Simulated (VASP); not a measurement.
# Ge in VASP: how settings move the PBE single point

The PBE single point of Ge in the diamond structure, under +1.7 % biaxial strain in the (111) plane, free along [111] is repeated with altered inputs. Which of them can be trusted?

Code: VASP 6.6.1. PAW datasets, plane waves. The values are computed, spin-unpolarised (in the reference), and not measurements.

### 1 Starting point

The cell comes from an earlier relaxation with r2SCAN in another program, then strained, with the atoms relaxed again. Some of the altered inputs switch spin polarisation on.

Space group R-3m (No. 166), trigonal; a = 4.078 Å, c = 9.776 Å in the conventional setting, 23.47 Å³ an atom. Around Ge lie 4 Ge at 2.46–2.49 Å.

The structure in full:

```cif
data_structure
_symmetry_space_group_name_H-M 'P 1'
_symmetry_Int_Tables_number 1
_cell_length_a 4.0204
_cell_length_b 4.0204
_cell_length_c 4.0204
_cell_angle_alpha 60.953
_cell_angle_beta 60.953
_cell_angle_gamma 60.953
_cell_volume 46.94
loop_
_atom_site_label
_atom_site_type_symbol
_atom_site_fract_x
_atom_site_fract_y
_atom_site_fract_z
_atom_site_occupancy
Ge1 Ge 0.99911 0.99911 0.99911 1
Ge2 Ge 0.25089 0.25089 0.25089 1
```

### 2 Baseline

INCAR reads:

```
ENCUT = 520.000000
SIGMA = 0.020000
EDIFF = 1.00e-07
GGA = PE
PREC = Accurate
IBRION = -1
ISIF = 2
ISMEAR = -1
NBANDS = 21
NELM = 120
NSW = 0
LASPH = .TRUE.
LCHARG = .FALSE.
LWAVE = .FALSE.
LREAL = .FALSE.
```

KPOINTS reads:

```
KPOINTS created by Atomic Simulation Environment
0
Gamma
8 8 8
0 0 0
```

POSCAR reads:

```
Ge
 1.0000000000000000
    -0.0410056236000000    2.8426763014000000    2.8426763014000000
     2.8426763014000000   -0.0410056236000000    2.8426763014000000
     2.8426763014000000    2.8426763014000000   -0.0410056236000000
 Ge
   2
Cartesian
 -0.0050007902885646 -0.0050007902885646 -0.0050007902885646
  1.4160875350885649  1.4160875350885649  1.4160875350885649
```

A file KPOINTS_OPT adds named points for the levels; it doesn't enter the self-consistent loop.

Potentials: the recommended PBE PAW datasets, 28 valence electrons.

Command:

```bash
$ mpirun -np 1 vasp_std
```

### 3 Try 1

Changes to INCAR since step 2:

```diff
@@ -15 +15,3 @@
 LREAL = .FALSE.
+ISPIN = 2
+MAGMOM = 2 2
```

KPOINTS is that of step 2.

POSCAR is that of step 2.

### 4 Try 2

Changes to INCAR since step 2:

```diff
@@ -15 +15,2 @@
 LREAL = .FALSE.
+NELECT = 27.5
```

KPOINTS is that of step 2.

POSCAR is that of step 2.

Q: Predict the outcome of this session. Wanted: for each run, changed; ending; energy change; pressure; electronic steps; usable.

**Answer**, as computed:

| run | changed | ending | energy change (meV/atom) | pressure (GPa) | gap on the mesh (eV; negative: overlap) | electronic steps | time | usable |
| --- | --- | --- | --- | --- | --- | --- | --- | --- |
| ref. | – | converged | 0 | 1.1 | -0.08 | 13 | 25 s | yes |
| 1 | ISPIN = 2, MAGMOM = 2 2 | converged | 0.0 | 1.1 | – | 16 | 57 s | yes |
| 2 | NELECT = 27.5 | converged | – | -13.3 | – | 13 | 24 s | no |

**Reading.** Of 2 altered inputs, 1 ended normally on a faulty or unsound input, 1 gave usable results.
